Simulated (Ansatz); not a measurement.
## BP at 35 GPa: from Born charge to LO–TO splitting and polaron coupling

Method: DFT PBE, scalar-relativistic, plane waves, PAW in Ansatz 0.2.0. Plane waves to 420 eV; Γ-centred k mesh 12×12×12; fixed occupations. No spin polarisation. Phonons by linear response, acoustic sum rule imposed.

The cell, relaxed at 35 GPa:
```xyz
2
Lattice="0.0000 2.1561 2.1561 2.1561 0.0000 2.1561 2.1561 2.1561 0.0000" Properties=species:S:1:pos:R:3 pbc="T T T"
B     0.0000    0.0000    0.0000
P     3.2341    3.2341    3.2341
```

Other phases may be more stable at this pressure.

Linear response gives ν_TO = 936.3 cm⁻¹, Born charges ±1.025 e (positive on P) and ε∞ = 9.153. The primitive cell holds 20.046 Å³, and the masses are 10.810 and 30.974 amu.

**Question.** Find ν_LO and the static dielectric constant.

**Answer.** The long-wave field adds a restoring force: ω_LO² − ω_TO² = Z*²e²/(ε_vac ε∞ μV). In these units ν_LO² − ν_TO² = 4.92064×10⁷ Z*²/(μ V ε∞) cm⁻², with μ = m₁m₂/(m₁ + m₂) = 8.013 amu: 35133 cm⁻². So ν_LO = √(936.3² + 35133) = 954.8 cm⁻¹, and the run gives 954.9. Lyddane–Sachs–Teller then gives ε0 = ε∞ (ν_LO/ν_TO)² = 9.52, against 9.52 in the run (it forms both from the same three quantities, so the match checks the arithmetic only). Between ν_TO and ν_LO the dielectric function is negative and an undamped crystal reflects fully: a reststrahlen band from 10.5 to 10.7 μm.

**Question.** What do the Clausius–Mossotti polarisability and the Szigeti charge come to?

**Answer.** With the Lorentz local field, α = (3V/4π)(ε∞ − 1)/(ε∞ + 2) = 3.50 Å³ for the pair, and e_S = 3Z*/(ε∞ + 2) = 0.28 e. The Born charge includes the electrons' response to the dipole's own local field, and e_S takes that enhancement out. The Lorentz field assumes point-like polarisable ions, a poor picture once ε∞ is this large, since the electron clouds then overlap or are shared, so both numbers are formal here.

**Question.** How strongly does a slow electron couple to the LO mode?

**Answer.** For one isotropic parabolic band, Fröhlich's constant is α_F = (1/ε∞ − 1/ε0) √(m* Ry/ħω_LO), with Ry = 13.606 eV, ħω_LO = 118.4 meV and m* in free-electron masses: α_F = 0.0042 × 10.72 × √m* = 0.05 √m*. The band mass isn't part of this run; for m* = 0.1, 0.3 and 1 it gives 0.01, 0.02, 0.05. In weak coupling the polaron lies α_F ħω_LO below the band edge (3 meV at m* = 0.3) with a mass m*(1 + α_F/6); past α_F of about 5 or 6 that expansion fails. A semilocal functional's ε∞ tends to be too large, which taken alone lowers α_F.

Cost: 1 run of about 0.65 core-minutes, on Arm Neoverse V1 (shared hosts).